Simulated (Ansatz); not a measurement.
## Al2O3 (Corundum): equation of state with r2SCAN+D3(BJ)

Crystal: Al2O3 (Corundum).

```
CELL_PARAMETERS angstrom
2.38025 1.37424 4.33187
-2.38025 1.37424 4.33187
0.00000 -2.74848 4.33187
ATOMIC_POSITIONS crystal
Al 0.85216 0.85216 0.85216
Al 0.64784 0.64784 0.64784
Al 0.14784 0.14784 0.14784
Al 0.35216 0.35216 0.35216
O 0.05668 0.75000 0.44332
O 0.75000 0.44332 0.05668
O 0.44332 0.05668 0.75000
O 0.94332 0.25000 0.55668
O 0.25000 0.55668 0.94332
O 0.55668 0.94332 0.25000
```

```json
{
 "Program": "Ansatz 0.2.0",
 "Task": "equation of state",
 "Functional": "r2SCAN",
 "Dispersion": "D3(BJ)",
 "Potentials or basis": "Ansatz PAW",
 "Cutoff": "500 eV",
 "Density cutoff": "2000 eV",
 "k mesh": "7 × 7 × 7",
 "Occupations": "fermi-dirac, width 0.05 eV",
 "Spin": "no spin polarisation"
}
```

```
Equilibrium volume                        : 8.43 Å³/atom
Bulk modulus at fixed shape and positions : 262 GPa
Pressure derivative of the bulk modulus   : 4.0
```

Energy against volume, from the lowest point:
```tsv
volume (Å³/atom)	energy (meV/atom)
7.992	19.31
8.162	6.53
8.332	0.30
8.502	0.00
8.672	5.06
8.842	14.97
9.012	29.28
```

All runs of the series together: 39 s on 2 threads of INTEL(R) XEON(R) PLATINUM 8581C CPU @ 2.10GHz (Emerald Rapids), with other jobs on the host.

Caveat: the cell was scaled at fixed shape and fractional positions, which overstates the stiffness of a crystal with free parameters, most of all of layers and chains; the PAW data sets were made with another functional, which shifts forces and pressure a little.
